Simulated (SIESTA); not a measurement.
The system is KTaO3.

```
Ta K O
1.0
     3.98830    0.00000    0.00000
     0.00000    3.98830    0.00000
     0.00000    0.00000    3.98830
Ta K O
1 1 3
Direct
  0.00000 0.00000 0.00000
  0.50000 0.50000 0.50000
  0.00000 0.00000 0.50000
  0.00000 0.50000 0.00000
  0.50000 0.00000 0.00000
```

Base run:

* Program: SIESTA 5.4.2
* Functional: LDA
* Potentials or basis: PseudoDojo 0.4 standard (LDA files)
* Basis: DZP (energy shift 0.003 Ry; two zetas on semicore shells; d shell added on K)
* Grid cutoff: 800 Ry
* Energy shift: 0.003 Ry
* k mesh: 7 × 7 × 7
* Occupations: fermi-dirac, width 0.05 eV
* Spin: no spin polarisation

Its results: band gap on the k mesh 1.89 eV, indirect (least direct gap 2.42 eV); pressure -3.8 GPa.

Task: After a change of settings the same cell gave: band gap on the k mesh 1.60 eV, indirect (least direct gap 2.03 eV); pressure -2.9 GPa. Which change was it?
A. basis from DZP (energy shift 0.003 Ry; two zetas on semicore shells; d shell added on K) to SZP (energy shift 0.003 Ry; d shell added on K); k mesh from 7 × 7 × 7 to 5 × 5 × 5
B. functional from LDA to BLYP; potentials or basis from PseudoDojo 0.4 standard (LDA files) to PseudoDojo 0.4 standard (PBE files)
C. functional from LDA to vdW-DF-cx; potentials or basis from PseudoDojo 0.4 standard (LDA files) to PseudoDojo 0.4 standard (PBE files)
D. functional from LDA to AM05; potentials or basis from PseudoDojo 0.4 standard (LDA files) to PseudoDojo 0.4 standard (PBEsol files)

Result: A.

Caveats: short orbitals over semicore shells can move pressures by several GPa; spin-orbit coupling is left out, which moves the levels of the heavy elements; the basis of atomic orbitals isn't converged, which shifts pressures, moduli and gaps; an odd mesh through Γ misses points on the zone boundary, where band edges often lie (some runs).

Not every run made on this cell is shown here.
